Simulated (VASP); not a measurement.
Te2Pt (Moncheite):

```xyz
3
Lattice="4.0100 0.0000 0.0000 -2.0050 3.4728 0.0000 0.0000 0.0000 5.2010" Properties=species:S:1:pos:R:3 pbc="T T T"
Te    0.0000    2.3152    1.3002
Te    2.0050    1.1576    3.9007
Pt    0.0000    0.0000    0.0000
```

- Program: VASP 6.6.1
- Task: relaxation of cell and atoms
- Functional: PBE
- Potentials or basis: VASP PAW PBE potentials, release 64 (Te, Pt)
- Cutoff: 300 eV
- k mesh: 6 × 6 × 4
- Occupations: methfessel-paxton, width 0.1 eV
- Spin: no spin polarisation

At the start: pressure 8.2 GPa; volume 24.14 Å³/atom.

**Question.** How do energy, volume and symmetry change on relaxing?

**Answer.** Over 14 steps the energy falls by 47.3 meV/atom and the volume is 25.95 Å³/atom (+7.5 %); space group P-3m1 (No. 164, to 0.05 Å).

Step by step:
```
step  energy change (eV)  largest force (eV/Å)  pressure (GPa)  volume (Å³)
   1              0.0000                1.0414            8.25        72.43
   2              0.1607                0.9612           -8.39        86.25
   3             -0.1383                0.0351           -0.29        77.54
   4             -0.1384                0.0609           -0.09        77.37
   5             -0.1384                0.0771            0.07        77.27
   6             -0.1406                0.0332            0.11        77.27
   7             -0.1415                0.0186            0.16        77.26
   8             -0.1415                0.0505           -0.17        77.57
   9             -0.1415                0.0368           -0.05        77.43
  10             -0.1417                0.0262           -0.01        77.51
  11             -0.1419                0.0046            0.04        77.74
  12             -0.1419                0.0106            0.05        77.78
  13             -0.1419                0.0080           -0.10        78.00
  14             -0.1419                0.0050           -0.03        77.84
```

Final structure:
```
Te Pt
1.0
     4.08311    0.00000    0.00000
    -2.04156    3.53608    0.00000
     0.00000    0.00000    5.39156
Te Pt
2 1
Direct
  0.33333 0.66667 0.25304
  0.66667 0.33333 0.74697
  0.00000 0.00000 0.00000
```
